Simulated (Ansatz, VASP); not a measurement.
# NaCl in VASP and in Ansatz

```
CELL_PARAMETERS angstrom
3.47274 0.00000 0.00000
0.00000 3.47274 0.00000
0.00000 0.00000 3.47274
ATOMIC_POSITIONS crystal
Na 0.00000 0.00000 0.00000
Cl 0.50000 0.50000 0.50000
```

Alike in both runs: task single point; functional PBEsol; k mesh 6 × 6 × 6; occupations gaussian, width 0.02 eV; no spin polarisation.

```csv
,VASP,Ansatz
version,VASP 6.6.1,Ansatz 0.2.0
potentials or method,"VASP PAW PBE potentials, release 64 (Na_pv, Cl)","scalar-relativistic, plane waves, PAW"
plane-wave cutoff (eV),520,420
valence electrons in the cell,14,16
```

|  | VASP | Ansatz | Ansatz less VASP |
| --- | --- | --- | --- |
| gap on the k mesh at the Fermi level (eV) | 3.92 | 3.92 | +0.003 |
| least direct gap on the mesh (eV) | 4.44 | 4.44 | +0.003 |
| pressure (GPa) | -0.6 | -0.6 | 0.00 |

The functional is the same, so the differences come from potentials, cutoffs and numerics. The two sets of potentials don't hold the same shells in valence.

Caveats: the PAW data sets were made with another functional, which shifts forces and pressure a little (VASP). A k mesh can miss the band edges.
